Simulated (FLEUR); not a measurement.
## PtSe2 (Sudovikovite) in FLEUR: convergence with k mesh

Crystal: PtSe2 (Sudovikovite).

```xyz
3
Lattice="3.7240 0.0000 0.0000 -1.8620 3.2251 0.0000 0.0000 0.0000 5.0620" Properties=species:S:1:pos:R:3 pbc="T T T"
Pt    0.0000    0.0000    0.0000
Se    1.8620    1.0750    3.7965
Se    0.0000    2.1501    1.2655
```

```yaml
Program: FLEUR MaX-R8.1 (later development tree)
Task: convergence study
Functional: PBE
Potentials_or_basis: all-electron
Basis: FLAPW
Kmax: 5.21 1/bohr
k_mesh: 2 × 2 × 1
Occupations: fermi-dirac, width 0.05 eV
Spin: no spin polarisation
```

These are the settings of the first run; the series varies k mesh, with any setting tied to it.

Hardware: 1 thread of Arm Neoverse V1 (shared host).

```tsv
k mesh	energy less the tightest run, at zero smearing (meV/atom)	largest force (eV/Å)	SCF cycles	CPU time (s)	peak memory (GiB)
2 × 2 × 1	-152.72	0.769	21	48	0.1
3 × 3 × 2	-28.09	0.482	20	97	0.11
4 × 4 × 3	-18.22	0.509	20	140	0.11
6 × 6 × 4	0.20	0.585	20	330	0.11
7 × 7 × 4	0.78	0.597	20	380	0.11
8 × 8 × 5	0.14	0.600	20	550	0.12
10 × 10 × 6	0.00	0.575	19	920	0.13
12 × 12 × 8	timed out after 1100 s	-	-	-	-
```

Against the tightest run, the energy stays within 1 meV/atom from 6 × 6 × 4 on. Not settled before the last step: the largest force (to 0.005 eV/Å). Meshes of other sizes hit other points, so gaps and Fermi surfaces needn't settle smoothly. The tightest run that finished is the yardstick and may itself not be fully converged.

Spin-orbit coupling is left out, which matters for the levels of Pt.
